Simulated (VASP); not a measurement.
**Converging a slab model of the (2 1 1) face of Li (space group 229)**

Aim: find which settings matter for a slab model of the (2 1 1) face of Li (space group 229), and what they cost.

Program: VASP 6.6.1. Level of theory: PBE; plane waves and PAW (Li), in the first sound run; inputs show where later runs differ. Results are calculated unless marked as measured.

### Step 1. Starting point

The cell holds 8 atoms: 8 Li. Cell: a = 5.820 Å, b = 7.847 Å, c = 26.029 Å, α = 90.0°, β = 90.0°, γ = 160.7°. It derives from Li (Lithium). Vacuum lies along c.

As a file:

```xyz
8
Lattice="5.8195 0.0000 0.0000 -7.4067 2.5918 0.0000 0.0000 0.0000 26.0287" Properties=species:S:1:pos:R:3
Li   -1.1904    1.9438   18.0287
Li   -4.3646    2.3758   16.5960
Li   -0.1323    0.2160   15.1633
Li    2.5130    0.6479   13.7307
Li   -0.6613    1.0799   12.2980
Li   -3.8356    1.5119   10.8653
Li   -1.1904    1.9438    9.4327
Li   -4.3646    2.3758    8.0000
```

### Step 2. The base run

The base run sets the number that all others are held against.

Input file INCAR:

```
SYSTEM = Li
PREC = Normal
ENCUT = 350
EDIFF = 1E-06
NELM = 120
ISMEAR = 0
SIGMA = 0.05
LREAL = .FALSE.
ALGO = Normal
GGA = PE
NBANDS = 12
LORBIT = 11
LWAVE = .FALSE.
LCHARG = .FALSE.
KPAR = 4
LASPH = .TRUE.
IDIPOL = 3
LDIPOL = .TRUE.
DIPOL = 0.5 0.5 0.5
LVHAR = .TRUE.
LVACPOTAV = .TRUE.
NEDOS = 1500
```

Input file POSCAR:

```
Li
1.0
    5.8195156884      0.0000000000      0.0000000000
   -7.4066563307      2.5917898158      0.0000000000
    0.0000000000      0.0000000000     26.0286600801
Li
8
Direct
    0.7500000000      0.7500000000      0.6926464910
    0.4166666670      0.9166666670      0.6376046370
    0.0833333330      0.0833333330      0.5825627820
    0.7500000000      0.2500000000      0.5275209270
    0.4166666670      0.4166666670      0.4724790730
    0.0833333330      0.5833333330      0.4174372180
    0.7500000000      0.7500000000      0.3623953630
    0.4166666670      0.9166666670      0.3073535090
```

Input file KPOINTS:

```
Automatic mesh
0
Gamma
13 13 1
0 0 0
```

Potentials, in the order of the species: Li (PBE family, release 64).

The run is started by

```bash
mpirun -np 4 vasp_std
```

What it wrote:

```text
[banner, memory and clock lines left out]
running    4 mpi-ranks, on    1 nodes
 distrk:  each k-point on    1 cores,    4 groups
 distr:  one band on    1 cores,    1 groups

 POSCAR found type information on POSCAR Li
 POSCAR found :  1 types and       8 ions
 LDA part: xc-table for (Slater+PW92), standard interpolation
 POSCAR, INCAR and KPOINTS ok, starting setup
 FFT: planning ... GRIDC
 FFT: planning ... GRID_SOFT
 FFT: planning ... GRID
 WAVECAR not read
 entering main loop
       N       E                     dE             d eps       ncg     rms          rms(c)
DAV:   1    -0.428562160947E+01   -0.42856E+01   -0.16548E+03  1176   0.293E+02
DAV:   2    -0.150168531650E+02   -0.10731E+02   -0.10272E+02  1780   0.398E+01
DAV:   3    -0.156351917605E+02   -0.61834E+00   -0.60260E+00  1548   0.928E+00
DAV:   4    -0.156599358097E+02   -0.24744E-01   -0.24715E-01  1648   0.225E+00
DAV:   5    -0.156611496815E+02   -0.12139E-02   -0.12138E-02  1828   0.440E-01    0.184E+00
DAV:   6    -0.144722010737E+02    0.11889E+01   -0.89592E+00  1380   0.418E+00    0.117E+00
DAV:   7    -0.142832660260E+02    0.18894E+00   -0.92690E-01  1476   0.199E+00    0.603E-01
DAV:   8    -0.141709370851E+02    0.11233E+00   -0.45375E-01  1492   0.137E+00    0.335E-01
DAV:   9    -0.141907107646E+02   -0.19774E-01   -0.21073E-01  1380   0.896E-01    0.230E-01
DAV:  10    -0.141661503602E+02    0.24560E-01   -0.45165E-02  1432   0.435E-01    0.827E-02
DAV:  11    -0.141660440921E+02    0.10627E-03   -0.15921E-02  1564   0.290E-01    0.613E-02
DAV:  12    -0.141667257353E+02   -0.68164E-03   -0.98346E-03  1488   0.204E-01    0.384E-02
DAV:  13    -0.141673094941E+02   -0.58376E-03   -0.25127E-03  1344   0.112E-01    0.168E-02
DAV:  14    -0.141677814523E+02   -0.47196E-03   -0.36964E-04  1244   0.609E-02    0.685E-03
DAV:  15    -0.141678712544E+02   -0.89802E-04   -0.72213E-05  1356   0.249E-02    0.597E-03
DAV:  16    -0.141679110730E+02   -0.39819E-04   -0.32308E-05  1400   0.168E-02    0.275E-03
DAV:  17    -0.141680132342E+02   -0.10216E-03   -0.29168E-05  1416   0.106E-02    0.280E-03
DAV:  18    -0.141680261816E+02   -0.12947E-04   -0.42309E-06  1432   0.577E-03    0.151E-03
DAV:  19    -0.141680647683E+02   -0.38587E-04   -0.88040E-06  1288   0.519E-03    0.531E-04
DAV:  20    -0.141680669494E+02   -0.21811E-05   -0.35411E-07  1284   0.202E-03    0.335E-04
DAV:  21    -0.141680678247E+02   -0.87530E-06   -0.13712E-07   988   0.817E-04
|                                                                             |
|           W    W    AA    RRRRR   N    N  II  N    N   GGGG   !!!           |
|           W    W   A  A   R    R  NN   N  II  NN   N  G    G  !!!           |
|           W    W  A    A  R    R  N N  N  II  N N  N  G       !!!           |
|           W WW W  AAAAAA  RRRRR   N  N N  II  N  N N  G  GGG   !            |
|           WW  WW  A    A  R   R   N   NN  II  N   NN  G    G                |
|           W    W  A    A  R    R  N    N  II  N    N   GGGG   !!!           |
|                                                                             |
|     Did not find any points to average over, which means that no vacuum     |
|     field-free region was found. Please increase the size of  your cell     |
|     in the dimension of the dipole correction to obtain accurate            |
|     workfunction values.                                                    |
|                                                                             |

   1 F= -.14168068E+02 E0= -.14165760E+02  d E =-.461647E-02
```

It took 33 s on 4 MPI ranks of Intel Xeon 6975P-C (Granite Rapids), shared host; peak memory 1.6 GiB.

Lines that name or quote the potential files are left out of all logs, and their timing lines are given in words.

OUTCAR, selected parts (step 2):

```text
ion  position               nearest neighbor table
   1  0.750  0.750  0.693-   3 3.04   2 3.04   2 3.04
   2  0.417  0.917  0.638-   1 3.04   1 3.04   3 3.04   3 3.04   4 3.04
   3  0.083  0.083  0.583-   1 3.04   5 3.04   4 3.04   4 3.04   2 3.04   2 3.04
   4  0.750  0.250  0.528-   6 3.04   5 3.04   5 3.04   3 3.04   3 3.04   2 3.04
   5  0.417  0.417  0.472-   4 3.04   4 3.04   3 3.04   6 3.04   6 3.04   7 3.04
   6  0.083  0.583  0.417-   4 3.04   8 3.04   7 3.04   7 3.04   5 3.04   5 3.04
   7  0.750  0.750  0.362-   8 3.04   8 3.04   6 3.04   6 3.04   5 3.04
   8  0.417  0.917  0.307-   7 3.04   7 3.04   6 3.04

  LATTYP: Found a simple orthorhombic cell.
 ALAT       =     3.0391429495
 B/A-ratio  =     1.6329931618
 C/A-ratio  =     8.5644737718

 Subroutine GETGRP returns: Found  4 space group operations
 (whereof  2 operations were pure point group operations)

The static configuration has the point symmetry C_1h.
 The point group associated with its full space group is C_2h.

 Found     49 irreducible k-points:

   k-points           NKPTS =     49   k-points in BZ     NKDIM =     49   number of bands    NBANDS=     12

   dimension x,y,z NGX =    28 NGY =   36 NGZ =  120
   dimension x,y,z NGXF=    56 NGYF=   72 NGZF=  240

   ENCUT  =  350.0 eV  25.72 Ry    5.07 a.u.   8.88 11.97 39.70*2*pi/ulx,y,z

   NELECT =       8.0000    total number of electrons

 k-points in reciprocal lattice and weights: Automatic mesh
   0.00000000  0.00000000  0.00000000       0.006
   0.07692308  0.00000000  0.00000000       0.024
   0.15384615  0.00000000  0.00000000       0.024
   0.23076923  0.00000000  0.00000000       0.024
   0.30769231  0.00000000  0.00000000       0.024
   0.38461538  0.00000000  0.00000000       0.024
   0.46153846  0.00000000  0.00000000       0.024
   0.00000000  0.07692308  0.00000000       0.024
   0.07692308  0.07692308  0.00000000       0.024
[...]
-0.46153846  0.46153846  0.00000000       0.012
  -0.23076923  0.46153846  0.00000000       0.012

 dipolmoment           0.000000      0.000000      0.000000 electrons x Angstroem

 average (electrostatic) potential at core
       1 -33.3178       2 -32.6931       3 -32.5241       4 -32.5359       5 -32.5359
       6 -32.5241       7 -32.6931       8 -33.3178

 E-fermi :  -1.4292

 k-point     1 :       0.0000    0.0000    0.0000
  band No.  band energies     occupation
      1      -4.8088      2.00000
      2      -4.3388      2.00000
      3      -3.5483      2.00000
      4      -2.5517      2.00000
      5      -1.5359      1.99744
      6      -1.0200      0.00000
      7      -0.5304      0.00000
      8      -0.4389      0.00000
      9       0.5367      0.00000
     10       0.5650      0.00000
    ...

 k-point     2 :       0.0769    0.0000    0.0000
  band No.  band energies     occupation
      1      -4.6252      2.00000
      2      -4.1551      2.00000
      3      -3.3643      2.00000
      4      -2.3669      2.00000
      5      -1.5393      1.99815
      6      -1.3570      0.04112
      7      -1.0283      0.00000
      8      -0.5212      0.00000
      9       0.0720      0.00000
     10       0.5331      0.00000
    ...

 k-point     3 :       0.1538    0.0000    0.0000
  band No.  band energies     occupation
    ...
      2      -3.6036      2.00000
      3      -2.8163      2.00000
      4      -2.2984      2.00000
      5      -1.8080      2.00000
      6      -1.7937      2.00000
      7      -1.0062      0.00000
      8      -0.8504      0.00000
      9       0.1077      0.00000
     10       0.1751      0.00000
     11       1.9237      0.00000
    ...

  Total       -1.2222542     -0.8763599     -1.0087787     -0.3389058      0.1028830     -0.0630027
  in kB       -4.9880832     -3.5764706     -4.1168785     -1.3830923      0.4198709     -0.2571174
  external PRESSURE =      -4.2271441 kB  Pullay stress =       0.0000000 kB

  energy-cutoff  :      350.00
  volume of cell :      392.59
      direct lattice vectors                 reciprocal lattice vectors
     5.819515688  0.000000000  0.000000000     0.171835605  0.491061144  0.000000000
    -7.406656331  2.591789816  0.000000000     0.000000000  0.385833756  0.000000000
     0.000000000  0.000000000 26.028660080     0.000000000  0.000000000  0.038419189

 POSITION                                       TOTAL-FORCE (eV/Angst)
 -----------------------------------------------------------------------------------
     -1.19036      1.94384     18.02866        -0.025694      0.041958     -0.122382
     -4.36464      2.37581     16.59599         0.027826     -0.045439     -0.022566
     -0.13226      0.21598     15.16333        -0.000840      0.001371      0.094614
      2.51297      0.64795     13.73066        -0.000620      0.001012     -0.016331
     -0.66131      1.07991     12.29800         0.000620     -0.001012      0.016331
     -3.83559      1.51188     10.86533         0.000840     -0.001371     -0.094614
     -1.19036      1.94384      9.43267        -0.027826      0.045439      0.022566
     -4.36464      2.37581      8.00000         0.025694     -0.041958      0.122382
 -----------------------------------------------------------------------------------
    total drift:                                0.000022      0.000000      0.000002

  FREE ENERGIE OF THE ION-ELECTRON SYSTEM (eV)
  ---------------------------------------------------
  free  energy   TOTEN  =       -14.1680678247 eV

  energy  without entropy=      -14.1634513530  energy(sigma->0) =      -14.16575959

 vacuum level on the upper side and lower side of the slab         1.520         1.520

 total charge
# of ion       s       p       d       tot
------------------------------------------
    1        0.113   0.060   0.000   0.172
    2        0.109   0.086   0.000   0.195
    3        0.107   0.094   0.000   0.202
    4        0.109   0.093   0.000   0.202
    5        0.109   0.093   0.000   0.202
    6        0.107   0.094   0.000   0.202
    7        0.109   0.086   0.000   0.195
    8        0.113   0.060   0.000   0.172
--------------------------------------------------
tot          0.875   0.666   0.000   1.541

[... 3 further parts left out ...]
```

Numbers from this step:

| Quantity | Value |
| --- | --- |
| electronic cycles | 21 |
| electrons | 8 |
| free energy (TOTEN) | -14.17 eV |
| energy at zero smearing | -14.17 eV |
| Fermi energy | -1.429 eV |
| labelled metallic, from the levels on this mesh | yes |
| dipole moment | 0, 0, 0 e·Å |
| vacuum levels | 1.52, 1.52 eV |
| work functions of the upper and lower face | 2.949, 2.949 eV |
| highest filled level below the vacuum | 2.949 eV |

The planar average of the electrostatic potential oscillates, so the rows of the table below give means over windows of 1.41 Å about each position, cut where the curve ends. Its maxima inside the range that stand out by 2 % of the span (Å: eV): 8.7: 0.119, 10.2: 0.305, 11.6: 0.338, 13.0: 0.323, 14.4: 0.338, 15.8: 0.305, 17.4: 0.119. Its minima: 8.0: -1.05, 9.4: -0.821, 10.8: -0.800, 12.3: -0.787, 13.8: -0.787, 15.2: -0.800, 16.6: -0.821, 18.0: -1.05.

Zero at the Fermi level. Table of planar average of the electrostatic potential by height; means over each step:

| height (Å) | planar average of the electrostatic potential (eV) |
| --- | --- |
| 0.70 | 2.95 |
| 2.11 | 2.95 |
| 3.52 | 2.95 |
| 4.93 | 2.91 |
| 6.34 | 2.45 |
| 7.75 | -0.109 |
| 9.16 | -0.369 |
| 10.57 | -0.283 |
| 11.98 | -0.275 |
| 13.39 | -0.283 |
| 14.80 | -0.274 |
| 16.21 | -0.292 |
| 17.62 | -0.473 |
| 19.03 | 1.52 |
| 20.44 | 2.82 |
| 21.85 | 2.94 |
| 23.26 | 2.95 |
| 24.67 | 2.95 |

Density of states in the PAW spheres, an atom over height of the layer and energy from the Fermi level.

Values in states/eV, 22 rows by 8 columns, each cell a mean:
```
0.117 0.120 0.120 0.126 0.126 0.120 0.120 0.117
0.104 0.111 0.102 0.108 0.108 0.102 0.111 0.104
0.086 0.083 0.085 0.087 0.087 0.085 0.083 0.086
0.081 0.082 0.082 0.088 0.088 0.082 0.082 0.081
0.064 0.068 0.065 0.067 0.067 0.065 0.068 0.064
0.060 0.065 0.067 0.069 0.069 0.067 0.065 0.060
0.050 0.056 0.057 0.054 0.054 0.057 0.056 0.050
0.029 0.043 0.048 0.039 0.039 0.048 0.043 0.029
0.023 0.039 0.045 0.039 0.039 0.045 0.039 0.023
0.009 0.018 0.027 0.031 0.031 0.027 0.018 0.009
0.001 0.003 0.005 0.007 0.007 0.005 0.003 0.001
0.000 0.000 0.000 0.000 0.000 0.000 0.000 0.000
0.000 0.000 0.000 0.000 0.000 0.000 0.000 0.000
0.000 0.000 0.000 0.000 0.000 0.000 0.000 0.000
0.000 0.000 0.000 0.000 0.000 0.000 0.000 0.000
0.000 0.000 0.000 0.000 0.000 0.000 0.000 0.000
0.000 0.000 0.000 0.000 0.000 0.000 0.000 0.000
0.000 0.000 0.000 0.000 0.000 0.000 0.000 0.000
0.000 0.000 0.000 0.000 0.000 0.000 0.000 0.000
0.000 0.000 0.000 0.000 0.000 0.000 0.000 0.000
0.000 0.000 0.000 0.000 0.000 0.000 0.000 0.000
0.000 0.000 0.000 0.000 0.000 0.000 0.000 0.000
```
Columns: height of the layer (Å) from 8 to 18; rows upwards: energy from the Fermi level (eV) from -7.9 to 0.5.

Force by atom:

| atom | x (eV/Å) | y (eV/Å) | z (eV/Å) | size |
| --- | --- | --- | --- | --- |
| Li1 | -0.026 | 0.042 | -0.122 | 0.132 |
| Li2 | 0.028 | -0.045 | -0.023 | 0.058 |
| Li3 | -0.001 | 0.001 | 0.095 | 0.095 |
| Li4 | -0.001 | 0.001 | -0.016 | 0.016 |
| Li5 | 0.001 | -0.001 | 0.016 | 0.016 |
| Li6 | 0.001 | -0.001 | -0.095 | 0.095 |
| Li7 | -0.028 | 0.045 | 0.023 | 0.058 |
| Li8 | 0.026 | -0.042 | 0.122 | 0.132 |

The highest filled level lies 2.95 eV below the vacuum at the upper face.

Only the dipole across the slab is computed (IDIPOL = 3); zeros along the plane are no results.

The map of layer states is cut here 0.5 eV above the Fermi level, so it leaves out the states above that.

(Part 1 of 5 ends here.)

[Lines on the potential files, build, host, timing and source positions are cut from VASP's logs without a mark.]

[Logs are printed without paths, hosts, clocks, repeated set-up lines and the standing remarks that a program may print on its own settings, such as how far it seeks lower states.]

[Hosts, paths, dates, database ids (printed as entryN), source tags and the programs' standing remarks are cut or masked in the printed files.]

[In band tables of VASP the shares of atoms and orbitals are scaled to a sum of 1 inside the atoms' spheres.]

[Runs that stopped without an error message from VASP are left out.]
